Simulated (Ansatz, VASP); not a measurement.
**One calculation of Ta, two programs**

File INCAR:

```
PREC     = Accurate       # precision mode
ENCUT    = 520            # plane-wave cutoff, eV
EDIFF    = 1E-6           # SCF threshold, eV
ISMEAR   = 1              # smearing method
SIGMA    = 0.05           # smearing width, eV
LREAL    = F              # projectors in reciprocal space
LASPH    = T              # aspherical terms in the spheres
NELM     = 60             # most SCF steps
ALGO     = Fast           # electronic algorithm
ISIF     = 2              # what is computed and relaxed
LWAVE    = F              # write WAVECAR
LCHARG   = F              # write CHGCAR
GGA      = PE             # functional
IVDW     = 12             # dispersion correction
NBANDS   = 12             # bands
```

The input KPOINTS:

```
regular mesh
0
Gamma
  11 11 11
```

File POSCAR:

```
Ta
1.0
   -1.5943310000      1.6367230000      1.6755460000
    1.6179660000     -1.6156600000      1.6781180000
    1.6398160000      1.6611450000     -1.6544830000
Ta
1
Direct
    0.0000000000      0.0000000000      0.0000000000
```

File input.yaml:

```yaml
crystal:
  lattice:
    - [-1.594331, 1.636723, 1.675546]
    - [1.617966, -1.61566, 1.678118]
    - [1.639816, 1.661145, -1.654483]
  atoms:
    - { symbol: Ta, position: [0.0, 0.0, 0.0] }
hamiltonian:
  xc: pbe
  pseudopotentials: { kind: paw, source: jth }
  dispersion: d3bj
kpoints:
  mp_grid: { grid: [11, 11, 11] }
scf:
  occupations: { method: cold, width: 0.05 }
output:
  forces: true
  stress: true
  eigenvalues: true
  write_density: true
  write_potential: true
  elf: true
  volumetric_format: npy
```

Change from the starting cell: cell strained at random at fixed volume.

Alike in both runs: functional PBE; dispersion D3(BJ); k mesh 11 × 11 × 11; no spin polarisation.

|  | VASP | Ansatz |
| --- | --- | --- |
| version | VASP 6.6.1 | Ansatz 0.2.0 |
| potentials or method | VASP PAW PBE potentials, release 64 (Ta_pv) | JTH PAW |
| plane-wave cutoff (eV) | 520 | 1290 |
| occupations | methfessel-paxton of order 1, width 0.05 eV | cold, width 0.05 eV |
| valence electrons in the cell | 11 | 13 |
| task | single point | electron localisation function |

Ansatz gave:

| Quantity | Value |
| --- | --- |
| gap on the k mesh at the Fermi level (eV) | none |
| pressure (GPa) | -3.3 |
| largest component of the traceless stress (GPa) | 2.70 |
| dispersion energy (meV/atom) | -662.7 |

Problem. Which values does VASP return?

Solution. gap on the k mesh at the Fermi level (eV): none; pressure (GPa): -3.2; largest component of the traceless stress (GPa): 2.63; dispersion energy (meV/atom): -662.5.

A gap of «none» marks a metal or a gap that the smearing closes. The two sets of potentials don't hold the same shells in valence.

Caveats: pairwise dispersion overbinds metals, which lowers pressure and volume. Spin-orbit coupling is left out, which matters for the levels of Ta.
